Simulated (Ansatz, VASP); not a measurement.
**Two plane-wave programs on GaN**

INCAR

```
ALGO = Normal
EDIFF = 1E-7
ENCUT = 520
ISIF = 2
ISMEAR = 0
LASPH = True
LCHARG = False
LREAL = False
LWAVE = False
NBANDS = 16
NELM = 60
PREC = Accurate
SIGMA = 0.03
```

The input KPOINTS:

```
k-points
0
Gamma
  14 14 14
```

POSCAR

```
GaN
1.0
    0.0000000000      2.0711779500      2.0711779500
    2.0711779500      0.0000000000      2.0711779500
    2.0711779500      2.0711779500      0.0000000000
Ga N
1 1
Direct
    0.0000000000      0.0000000000      0.0000000000
    0.5000000000      0.5000000000      0.5000000000
```

Input for Ansatz:

```yaml
crystal:
  lattice:
    - [0.0, 2.07117795, 2.07117795]
    - [2.07117795, 0.0, 2.07117795]
    - [2.07117795, 2.07117795, 0.0]
  atoms:
    - { symbol: Ga, position: [0.0, 0.0, 0.0] }
    - { symbol: "N", position: [0.5, 0.5, 0.5] }
basis:
  ecutwfc: 420
kpoints:
  mp_grid: { grid: [14, 14, 14] }
hamiltonian:
  xc: lda
scf:
  occupations: { method: gaussian, width: 0.03 }
output:
  forces: true
  stress: true
  eigenvalues: true
```

Change from the starting cell: strain -0.030 along x and y, -0.030 along z, atoms carried along.

Alike in both runs: task single point; functional LDA; k mesh 14 × 14 × 14; occupations gaussian, width 0.03 eV; no spin polarisation.

|  | VASP | Ansatz |
| --- | --- | --- |
| version | VASP 6.6.1 | Ansatz 0.2.0 |
| potentials or method | VASP PAW LDA potentials, release 64 (Ga_d, N) | scalar-relativistic, plane waves, PAW |
| plane-wave cutoff (eV) | 520 | 420 |
| valence electrons in the cell | 18 | 18 |

```csv
,VASP,Ansatz,Ansatz less VASP
gap on the k mesh at the Fermi level (eV),0.80,0.78,-0.019
least direct gap on the mesh (eV),3.62,3.59,-0.031
pressure (GPa),9.1,7.4,-1.66
```

A k mesh can miss the band edges.
